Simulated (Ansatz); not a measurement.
Ansatz input

```yaml
crystal:
  lattice:
    - [2.687862861, 0.0, 0.0]
    - [0.0, 2.687862861, 0.0]
    - [0.0, 0.0, 2.687862861]
  atoms:
    - { symbol: Mn, position: [0.0, 0.0, 0.0], spin: 3.0 }
    - { symbol: Mn, position: [0.5, 0.5, 0.5], spin: -3.0 }
hamiltonian:
  xc: lda
  pseudopotentials:
    kind: paw
    azcp:
      Mn: "pseudopotentials/Mn.paw.azcp"
basis:
  ecutwfc: 420
  fft_grid_basis: typed
kpoints:
  mp_grid: { grid: [13, 13, 13], shift: [0, 0, 0] }
magnetization:
  spin_polarized: true
scf:
  occupations: { method: fermi_dirac, width: 0.05 }
  lower_state_search: "off"
output:
  stress: true
```

Terminal output

```
Warning: the record states the generating functional pbe (its physics header spells it `PBE`), which answers neither for hamiltonian.xc's functional nor for the lda family's — results may be inconsistent (PPs are generated against a specific XC)
Engine: ansatz 0.2.0, aarch64-unknown-linux-gnu
Pseudopotentials: kind: paw
Pseudopotential: Mn, paw, valence charge 15, recommended cutoff 420 eV (normal) 
Functional definition: SPW92
  exchange = slater_x
  correlation = pw_c
Crystal: 2 atoms, lattice volume = 19.419 Å³
Basis set: ecut = 420 eV, 389 PW (Γ)
Bands: 22, of which v1, the nominal top of the filled ones, is band 15 counted from 1 (14 counted from 0)
Symmetry: 48 space group operations
Space group: Pm-3m (ITA 221), of the structure as read, at distance tolerance 2.7e-5 Å
Magnetic group: BNS 221.97 (UNI 1599), of the structure as read, at distance tolerance 2.7e-5 Å
k-points: 84 of 2197
Non-local potential: Mn, projectors of the file, l = 0: 3, l = 1: 2, l = 2: 3, l = 3: 1
PAW form: soft (Blöchl's): semilocal exchange-correlation on the pseudo side does not see the compensation charge
PAW frozen core: Mn, regenerated for the run's functional, and the local potential with it (the file was generated under x = pbe(κ = 0.804, μ = 0.2195149727645171), c = pbe(β = 0.06672455060314922))
PAW one-centre angular grid: Mn, 590 points (default); XC on 64 Gauss nodes
Initial density: superposition of atomic densities (chi_scale 0.1, normalization cell)
Starting moments: Σ|m| = 6 μB on 2 of 2 sites
Starting magnetic order: antiferromagnet; a translation exchanges its spin sublattices: spin-degenerate at every k-point
Initial wavefunctions: pseudopotential atomic-orbital guess
Functional: x = slater, c = lda
SCF iter   1: F=—  HF=-7681.977045 eV  |F-HF|=—  |Δ(HF+E_count)|=         —  Δρ=1.34e-1 (↑1.34e-1 ↓1.34e-1)  dr2=1.96e0  dr2_m=2.53e0  M=0.000 μB ∫|m|=3.555 μB  β_m=0.30  ethr=3.10e-3  ⟨swp⟩=3.8  Hψ=6778  notcnv=0
Mixer restart at iter 1: flushing history
spin-set hold released at iteration 1 (the charge has settled, or the pull on large starting moments outlasts its swing): the magnetisation degrees of freedom join the quasi-Newton model from the next iteration; the mixer history was flushed
SCF iter   2: F=—  HF=-7681.728702 eV  |F-HF|=—  |Δ(HF+E_count)|=   2.48e-1  Δρ=9.75e-2 (↑9.75e-2 ↓9.75e-2)  dr2=4.90e-1  dr2_m=1.53e0  M=0.000 μB ∫|m|=3.373 μB  β_m=0.64  ethr=3.10e-3  ⟨swp⟩=3.2  Hψ=3420  notcnv=0  defer=54
SCF iter   3: F=—  HF=-7682.169542 eV  |F-HF|=—  |Δ(HF+E_count)|=   4.41e-1  Δρ=8.44e-2 (↑8.44e-2 ↓8.44e-2)  dr2=6.96e-1  dr2_m=1.02e0  M=0.000 μB ∫|m|=2.134 μB  β_m=0.28  ethr=1.63e-3  ⟨swp⟩=3.3  Hψ=3071  notcnv=0  defer=54
SCF iter   4: F=—  HF=-7682.210317 eV  |F-HF|=—  |Δ(HF+E_count)|=   4.08e-2  Δρ=4.15e-2 (↑4.15e-2 ↓4.15e-2)  dr2=4.16e-2  dr2_m=2.85e-1  M=0.000 μB ∫|m|=1.455 μB  β_m=0.47  ethr=1.63e-3  ⟨swp⟩=3.1  Hψ=4139  notcnv=0  defer=45
SCF iter   5: F=—  HF=-7682.399836 eV  |F-HF|=—  |Δ(HF+E_count)|=   1.90e-1  Δρ=1.29e-2 (↑1.29e-2 ↓1.29e-2)  dr2=3.34e-2  dr2_m=1.02e-2  M=0.000 μB ∫|m|=0.222 μB  β_m=0.82  ethr=1.39e-4  ⟨swp⟩=3.4  Hψ=4266  notcnv=0  defer=33
SCF iter   6: F=—  HF=-7682.377475 eV  |F-HF|=—  |Δ(HF+E_count)|=   2.24e-2  Δρ=3.99e-3 (↑3.99e-3 ↓3.99e-3)  dr2=1.04e-3  dr2_m=1.10e-3  M=0.000 μB ∫|m|=0.089 μB  β_m=0.76  ethr=1.11e-4  ⟨swp⟩=2.6  Hψ=3119  notcnv=0  defer=22
SCF iter   7: F=—  HF=-7682.376977 eV  |F-HF|=—  |Δ(HF+E_count)|=   4.98e-4  Δρ=2.39e-3 (↑2.39e-3 ↓2.39e-3)  dr2=3.55e-4  dr2_m=5.33e-4  M=0.000 μB ∫|m|=0.057 μB  β_m=0.88  ethr=3.46e-6  ⟨swp⟩=1.1  Hψ=1881  notcnv=0  defer=22
SCF iter   8: F=—  HF=-7682.377147 eV  |F-HF|=—  |Δ(HF+E_count)|=   1.70e-4  Δρ=5.20e-4 (↑5.20e-4 ↓5.20e-4)  dr2=8.10e-6  dr2_m=3.50e-5  M=0.000 μB ∫|m|=0.012 μB  β_m=0.94  ethr=1.18e-6  ⟨swp⟩=2.2  Hψ=2508  notcnv=0  defer=22
SCF iter   9: F=—  HF=-7682.377172 eV  |F-HF|=—  |Δ(HF+E_count)|=   2.53e-5  Δρ=1.32e-4 (↑1.32e-4 ↓1.32e-4)  dr2=3.72e-6  dr2_m=8.96e-7  M=0.000 μB ∫|m|=0.001 μB  β_m=0.94  ethr=2.70e-8  ⟨swp⟩=2.8  Hψ=3307  notcnv=0  defer=22
iter 10 did not close the SCF: its close was put off for a magnetic moment that had not settled (scf_convergence_deferred on its scf_iter line)
SCF iter  10: F=-7682.377172 eV  HF=-7682.377172 eV  |F-HF|=3.30e-9  |Δ(HF+E_count)|=   1.54e-7  Δρ=4.30e-6 (↑4.30e-6 ↓4.30e-6)  dr2=7.57e-9  dr2_m=6.66e-10  M=0.000 μB ∫|m|=0.000 μB  β_m=0.92  ethr=3.33e-10  ⟨swp⟩=3.6  Hψ=7399  notcnv=0
iter 11 did not close the SCF: its close was put off for a magnetic moment that had not settled (scf_convergence_deferred on its scf_iter line)
SCF iter  11: F=-7682.377172 eV  HF=-7682.377172 eV  |F-HF|=1.18e-11  |Δ(HF+E_count)|=  5.10e-10  Δρ=7.71e-7 (↑7.71e-7 ↓7.71e-7)  dr2=6.97e-11  dr2_m=8.05e-11  M=0.000 μB ∫|m|=0.000 μB  β_m=0.96  ethr=2.52e-11  ⟨swp⟩=1.8  Hψ=4872  notcnv=0
SCF iter  12: F=-7682.377172 eV  HF=-7682.377172 eV  |F-HF|=7.28e-12  |Δ(HF+E_count)|=  8.64e-11  Δρ=1.29e-7 (↑1.29e-7 ↓1.29e-7)  dr2=4.23e-12  dr2_m=1.05e-12  M=0.000 μB ∫|m|=0.000 μB  ethr=1.00e-12  ⟨swp⟩=1.0  Hψ=4539  notcnv=0
WARN: the starting moments were not kept: the SCF closed with an absolute magnetisation of 3.2e-6 μB, where they sum to 6 μB in size (2 sites). That is at most 0.1 of that sum. Measured as dr2_m measures the in/out step, that magnetisation stands 6.9e-12 eV from none, at or under the dr2_threshold of 1.0e-7 eV: it is no larger than a step whose dr2_m would equal this threshold. The system may hold no moment; this SCF shows only that its start led to no more than that. To try another start: raise the starting moments (crystal.atoms[].spin, magnetization.per_species, magnetization.initial_magnetization, or on a non-collinear deck that types none of these the spinor_matrix: blocks that start its atoms; where the total moment is fixed, keep their sum and leave initial_magnetization as it is; typed ones take the place of any that the run laid by itself, positive ones on a crystal's lanthanoids without a Hubbard term where scf.initial_density.shell_occupations: [] is typed) or, if the notice of its spin-set hold's release reads "site moments contracting" or "site moments show no strong build", lengthen the hold (scf.mixing.spin_hold: { on: { confirm: 4 } }; for m-r²SCAN on two components see the key's manual first). Each may lead to a state that holds a moment. A second SCF, from the converged charge density, with the starting moments and any scf.initial_density.shell_occupations laid on it anew, would have followed, and was not run: the deck does not ask for one (magnetization.retry_lost_moments is false, the default). To let it run, set magnetization.retry_lost_moments: true and run the deck again, where that key's refused combinations let it; where memory then withholds it, that run's warning says so.
SCF 1 converged in 12 iterations: F = -7682.377172 eV  dr2 = 4.23e-12
SCF converged after 12 iterations
Magnetization: 0.0000 μB (15.0000 up, 15.0000 down)
Absolute magnetization: 0.0000 μB (∫|ρ↑−ρ↓|, with the PAW one-centre terms)
Spin contamination: 0.0000 ħ² per cell (⟨S²⟩ above its minimum at these occupations)
Per-site moments (μB) at R_I (Å): [(-1.5136644031687393e-6, 0.9601999767998226), (1.5136644031687393e-6, 0.9601999767998226)]
Free energy (F): -7682.377172 eV
Harris-Foulkes:  -7682.377172 eV  (|F-HF|=7.28e-12)
Internal energy: -7682.344604 eV  (E = F + TS)
E sigma→0 (E₀):  -7682.360888 eV
Entropy (-TS):   -0.032567 eV (-16.284 meV/atom)
Fermi energy:    22.885887 eV
--- Per-component energies (eV) ---
  E_band       = -247.589887
  E_kinetic    = 624.303198
  E_local      = -2915.773153  (includes V_loc(G=0)·N_el)
  E_nonlocal   = 481.804991
  E_hartree    = 1223.829974
  E_xc         = -233.301389
  E_vxc        = -300.394717  (∫ρ·V_xc dr)
  E_paw        = -2477.284268  (= ΣΔE_a)
  E_vpaw       = -585.190277  (= ΣTr[D̂ρ^β])
  E_aug_tail   = -0.000023  (compensation charges beyond the density's cutoff)
  E_ewald      = -4386.691842
  E_core_change = 0.767906  (= ΣΔE_core)
  E_smearing   = -0.032567  (= −TS)
  E_closure    = -0.000000  (closes the sum)
  Σ components = -7682.377172   (vs F -7682.377172, Δ=0.00e0)
--- Stress (GPa, compression-positive) ---
       14.565443       0.000000       0.000000
       -0.000000      14.565443       0.000000
        0.000000       0.000000      14.565443
  P = ⅓ Tr σ = 14.5654 GPa (145.654 kbar)
```
